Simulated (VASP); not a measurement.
# SiC (Moissanite 3C) (F-43m) in VASP: a series of runs

The runs below take SiC (Moissanite 3C) through single point, relaxation of cell and atoms, with PBE, HSE03, BLYP+D3.

All numbers are computed with VASP 6.6.1; they aren't measurements. Logs are shortened: lines on timing, memory, paths and dates and some standing lists are left out, and cuts for length are marked.

**Measured values to compare with.**

From “Insight into the structural, elastic and electronic properties of a new orthorhombic 6O-SiC polytype”, 2020, pmc:7200658, for a bulk crystal of SiC: band gap 2.4 eV (indirect).

How close the calculation comes is told below.

**1. The crystal as given**

Symmetry: F-43m, No. 216, cubic system. The conventional cell has a = 4.358 Å, b = 4.358 Å, c = 4.358 Å, α = 90.00°, β = 90.00°, γ = 90.00°. Si (site symmetry -43m) has 4 C at 1.89 Å as nearest neighbours. C (site symmetry -43m) has 4 Si at 1.89 Å as nearest neighbours.

**2. Single point, PBE**

File INCAR:

```
SYSTEM = SiC
PREC = Accurate ; ENCUT = 520
EDIFF = 1E-6 ; ISMEAR = 0
SIGMA = 0.018000000000000002 ; LREAL = .FALSE.
LASPH = .TRUE. ; NELM = 60
ALGO = Fast ; ISIF = 2
LWAVE = .FALSE. ; LCHARG = .FALSE.
GGA = PE
```

File KPOINTS:

```
Automatic mesh
0
G
  10 10 10
  0 0 0
```

File POSCAR:

```
SiC
1.0
    0.0000000000      2.1790000000      2.1790000000
    2.1790000000      0.0000000000      2.1790000000
    2.1790000000      2.1790000000      0.0000000000
Si C
1 1
Direct
    0.0000000000      0.0000000000      0.0000000000
    0.7500000000      0.7500000000      0.7500000000
```

Potentials or basis: VASP PAW PBE potentials, release 64 (Si, C).

The run is started by

```
cat potpaw_PBE.64/Si/POTCAR potpaw_PBE.64/C/POTCAR > POTCAR
mpirun -np 1 vasp_std > vasp.out
```

OUTCAR:

```text
SYSTEM = SiC
   PREC = Accurate
   ENCUT = 520
   EDIFF = 1E-6
   ISMEAR = 0
   LREAL = .FALSE.
   LASPH = .TRUE.
   NELM = 60
   ISIF = 2
   GGA = PE

 ion  position               nearest neighbor table
   1  0.000  0.000  0.000-   2 1.89   2 1.89   2 1.89   2 1.89
   2  0.750  0.750  0.750-   1 1.89   1 1.89   1 1.89   1 1.89

  LATTYP: Found a face centered cubic cell.
 ALAT       =     4.3580000000

  Lattice vectors:

 A1 = (   0.0000000000,   2.1790000000,   2.1790000000)
 A2 = (   2.1790000000,   0.0000000000,   2.1790000000)
 A3 = (   2.1790000000,   2.1790000000,   0.0000000000)

Analysis of symmetry for initial positions (statically):
=====================================================================
 Subroutine PRICEL returns:
 Original cell was already a primitive cell.

 Routine SETGRP: Setting up the symmetry group for a
 face centered cubic supercell.

 Subroutine GETGRP returns: Found 24 space group operations
 (whereof 24 operations were pure point group operations)
 out of a pool of 48 trial point group operations.

The static configuration has the point symmetry T_d .

Analysis of symmetry for dynamics (positions and initial velocities):
=====================================================================
 Subroutine PRICEL returns:
 Original cell was already a primitive cell.

 Routine SETGRP: Setting up the symmetry group for a
 face centered cubic supercell.

 Subroutine GETGRP returns: Found 24 space group operations
 (whereof 24 operations were pure point group operations)
 out of a pool of 48 trial point group operations.

The dynamic configuration has the point symmetry T_d .

 Subroutine INISYM returns: Found 24 space group operations
 (whereof 24 operations are pure point group operations),
 and found     1 'primitive' translations

----------------------------------------------------------------------------------------

                                     Primitive cell

  volume of cell :      20.6920

  direct lattice vectors                    reciprocal lattice vectors
     0.000000000  2.179000000  2.179000000    -0.229463056  0.229463056  0.229463056
     2.179000000  0.000000000  2.179000000     0.229463056 -0.229463056  0.229463056
     2.179000000  2.179000000  0.000000000     0.229463056  0.229463056 -0.229463056

  length of vectors
     3.081571352  3.081571352  3.081571352     0.397441672  0.397441672  0.397441672

  position of ions in fractional coordinates (direct lattice)
     0.000000000  0.000000000  0.000000000
     0.750000000  0.750000000  0.750000000

  ion indices of the primitive-cell ions
   primitive index   ion index
                 1           1
                 2           2

----------------------------------------------------------------------------------------

 KPOINTS: Automatic mesh

Automatic generation of k-mesh.
 Grid dimensions read from file:
 generate k-points for:   10   10   10

 Generating k-lattice:

  Cartesian coordinates                     Fractional coordinates (reciprocal lattice)
    -0.022946306  0.022946306  0.022946306     0.100000000  0.000000000  0.000000000
     0.022946306 -0.022946306  0.022946306     0.000000000  0.100000000  0.000000000
     0.022946306  0.022946306 -0.022946306     0.000000000  0.000000000  0.100000000

  Length of vectors
     0.039744167  0.039744167  0.039744167

  Shift w.r.t. Gamma in fractional coordinates (k-lattice)
     0.000000000  0.000000000  0.000000000

 Subroutine IBZKPT returns following result:
 ===========================================

 Found     47 irreducible k-points:

 Following reciprocal coordinates:
            Coordinates               Weight
  0.000000  0.000000  0.000000      1.000000
  0.100000  0.000000  0.000000      8.000000
  0.200000  0.000000  0.000000      8.000000
  0.300000  0.000000  0.000000      8.000000
  0.400000  0.000000  0.000000      8.000000
  0.500000  0.000000  0.000000      4.000000
[... 16 lines left out ...]
  0.300000  0.300000  0.000000      6.000000
  0.400000  0.300000  0.000000     24.000000
 [... further k-points ...]
   k-points           NKPTS =     47   k-points in BZ     NKDIM =     47   number of bands    NBANDS=      8
   number of dos      NEDOS =    301   number of ions     NIONS =      2
   total plane-waves  NPLWV =  13824
   dimension x,y,z NGX =    24 NGY =   24 NGZ =   24
   dimension x,y,z NGXF=    48 NGYF=   48 NGZF=   48
   ions per type =               1   1
   NGX,Y,Z   is equivalent  to a cutoff of  12.95, 12.95, 12.95 a.u.
   NGXF,Y,Z  is equivalent  to a cutoff of  25.90, 25.90, 25.90 a.u.
 SYSTEM =  SiC
   PREC   = accura    normal or accurate (medium, high low for compatibility)
   ISTART =      0    job   : 0-new  1-cont  2-samecut
   ICHARG =      2    charge: 1-file 2-atom 10-const
   ISPIN  =      1    spin polarized calculation?
   LNONCOLLINEAR =      F non collinear calculations
   LSORBIT =      F    spin-orbit coupling
   LASPH  =      T    aspherical Exc in radial PAW
   ENCUT  =  520.0 eV  38.22 Ry    6.18 a.u.   5.73  5.73  5.73*2*pi/ulx,y,z
   NELM   =     60;   NELMIN=  2; NELMDL= -5     # of ELM steps
   EDIFF  = 0.1E-05   stopping-criterion for ELM
   LREAL  =      F    real-space projection
   EDIFFG = 0.1E-04   stopping-criterion for IOM
   NSW    =      0    number of steps for IOM
   IBRION =     -1    ionic relax: 0-MD 1-quasi-New 2-CG
   NFREE  =      0    steps in history (QN), initial steepest desc. (CG)
   ISIF   =      2    stress and relaxation
   ISYM   =      2    0-nonsym 1-usesym 2-fastsym
   POTIM  = 0.5000    time-step for ionic-motion
   TEBEG  =    0.0;   TEEND  =   0.0 temperature during run
   PSTRESS=    0.0 pullay stress
   NELECT =       8.0000    total number of electrons
   NUPDOWN=      -1.0000    fix difference up-down
   EMIN   =  10.00;   EMAX   =-10.00  energy-range for DOS
   EFERMI =   0.00;   METHOD = LEGACY
   ISMEAR =     0;   SIGMA  =   0.02  broadening in eV -4-tet -1-fermi 0-gaus
   EFERMI_NEDOS =   21; number of points for ismear=-14 and -15
   IALGO  =     68    algorithm
   IMIX   =      4    mixing-type and parameters
     AMIX     =   0.40;   BMIX     =  1.00
     AMIX_MAG =   1.60;   BMIX_MAG =  1.00
  volume/ion in A,a.u.               =      10.35        69.82
  Fermi-wavevector in a.u.,A,eV,Ry     =   1.192626  2.253736 19.352338  1.422357
  Thomas-Fermi vector in A             =   2.328660
   LORBIT       =      0    0 simple, 1 ext, 2 COOP (PROOUT), +10 PAW based schemes
   GGA     = PE    functional components
   LHFCALC =     F    Hartree Fock is set to
   AEXX    =    0.0000 exact exchange contribution
   IVDW    =     0    specifies the selected vdW correction
   LEPSILON=     F    determine dielectric tensor
   LRPA    =     F    only Hartree local field effects (RPA)
 non-spin polarized calculation
 RMM-DIIS sequential band-by-band and
 Gauss-broadening in eV      SIGMA  =   0.02
  energy-cutoff  :      520.00
  volume of cell :       20.69
 maximum number of plane-waves:       568
   NGX = 11   NGY = 11   NGZ = 11

 number of electron       8.0000001 magnetization

 Free energy of the ion-electron system (eV)
  ---------------------------------------------------
  ext. energy  EPLUGINS =         0.00000000
  ---------------------------------------------------
  free energy    TOTEN  =       -15.05771974 eV

  energy without entropy =      -15.05771974  energy(sigma->0) =      -15.05771974

 E-fermi :   8.2538     XC(G=0): -11.3562

 val. band max:        8.1064938441   @ k =   0.0000   0.0000   0.0000
 cond. band min:       9.4639487752   @ k =   0.5000   0.5000   0.0000
 fundamental gap:      1.3574549311
 Fermi energy:         8.2538346700

 k-point     1 :       0.0000    0.0000    0.0000
  band No.  band energies     occupation
      1      -7.2965      2.00000
      2       8.1065      2.00000
      3       8.1065      2.00000
      4       8.1065      2.00000
      5      14.3406      0.00000
      6      15.4145      0.00000
      7      15.4145      0.00000
      8      15.4145      0.00000

 k-point     2 :       0.1000    0.0000    0.0000
  band No.  band energies     occupation
      1      -7.1011      2.00000
      2       7.0982      2.00000
      3       7.9728      2.00000
      4       7.9728      2.00000
      5      14.6019      0.00000
      6      15.6577      0.00000
      7      15.6577      0.00000
      8      15.6889      0.00000

 k-point     3 :       0.2000    0.0000    0.0000
  band No.  band energies     occupation
      1      -6.5237      2.00000
      2       4.9792      2.00000
      3       7.6661      2.00000
      4       7.6661      2.00000
      5      14.3119      0.00000
      6      16.0170      0.00000
      7      16.0170      0.00000
      8      16.8899      0.00000

 k-point     4 :       0.3000    0.0000    0.0000
  band No.  band energies     occupation
      1      -5.6000      2.00000
      2       2.6673      2.00000
      3       7.3502      2.00000
      4       7.3502      2.00000
      5      13.9027      0.00000
      6      15.8793      0.00000
      7      15.8793      0.00000
      8      17.8628      0.00000

 k-point     5 :       0.4000    0.0000    0.0000
  band No.  band energies     occupation
      1      -4.4576      2.00000
      2       0.6141      2.00000
      3       7.1315      2.00000
      4       7.1315      2.00000
      5      13.6321      0.00000
      6      15.5020      0.00000
      7      15.5020      0.00000
      8      18.1539      0.00000
[... 177 lines left out ...]
 k-point    22 :      -0.2000    0.2000    0.0000
  band No.  band energies     occupation
      1      -5.2900      2.00000
      2       3.3067      2.00000
      3       4.8903      2.00000
      4       7.4594      2.00000
      5      14.6694      0.00000
      6      16.1136      0.00000
      7      16.4855      0.00000
      8      17.2672      0.00000

 k-point    23 :       0.3000    0.3000    0.0000
  band No.  band energies     occupation
      1      -5.0242      2.00000
      2       3.7488      2.00000
      3       5.7445      2.00000
      4       5.7445      2.00000
      5      11.2753      0.00000
      6      13.7202      0.00000
      7      19.6413      0.00000
      8      19.6478      0.00000

 k-point    24 :       0.4000    0.3000    0.0000
  band No.  band energies     occupation
      1      -4.1555      2.00000
      2       2.5268      2.00000
      3       4.9556      2.00000
      4       5.4822      2.00000
      5      10.9768      0.00000
      6      13.7316      0.00000
      7      19.7290      0.00000
      8      20.0393      0.00000

 [... further k-points ...]

------------------------ aborting loop because EDIFF is reached ----------------------------------------

  FORCE on cell =-STRESS in cart. coord.  units (eV):
  Direction    XX          YY          ZZ          XY          YZ          ZX
  --------------------------------------------------------------------------------------
  -------------------------------------------------------------------------------------
  Total        0.4150644      0.4150644      0.4150644      0.0000000      0.0000000     -0.0000000
  in kB       32.1384090     32.1384090     32.1384090      0.0000000      0.0000000     -0.0000000
  external PRESSURE =      32.1384090 kB  Pullay stress =       0.0000000 kB

 VOLUME and BASIS-vectors are now :
 -----------------------------------------------------------------------------
  energy-cutoff  :      520.00
  volume of cell :       20.69
      direct lattice vectors                 reciprocal lattice vectors
     0.000000000  2.179000000  2.179000000    -0.229463056  0.229463056  0.229463056
     2.179000000  0.000000000  2.179000000     0.229463056 -0.229463056  0.229463056
     2.179000000  2.179000000  0.000000000     0.229463056  0.229463056 -0.229463056

 POSITION                                       TOTAL-FORCE (eV/Angst)
 -----------------------------------------------------------------------------------
      0.00000      0.00000      0.00000        -0.000000     -0.000000     -0.000000
      3.26850      3.26850      3.26850         0.000000      0.000000      0.000000
 -----------------------------------------------------------------------------------
    total drift:                               -0.000000     -0.000000     -0.000000

  FREE ENERGIE OF THE ION-ELECTRON SYSTEM (eV)
  ---------------------------------------------------
  free  energy   TOTEN  =       -15.0577197358 eV

  energy  without entropy=      -15.0577197358  energy(sigma->0) =      -15.05771974
```

It took 5.7 s on 1 thread of Intel Xeon Platinum 8488C (Sapphire Rapids), shared host; peak memory 0.13 GiB.

What came out:

| Property | Result |
| --- | --- |
| Free energy | -15.0577 eV |
| Pressure | 3.2 GPa |
| Band gap on the k mesh | 1.36 eV, indirect (least direct gap 4.54 eV) |

Levels at points of the mesh, in eV from the valence-band top:
```csv
k point,band 2,band 3,band 4,band 5,band 6,band 7
"(0.00, 0.00, 0.00)",0.00,0.00,0.00,6.23,7.31,7.31
"(0.50, 0.00, 0.00)",-8.53,-1.05,-1.05,5.43,7.23,7.23
"(0.50, 0.50, 0.00)",-7.79,-3.18,-3.18,1.36,4.32,14.04
```

(Part 1 of 2 ends here.)
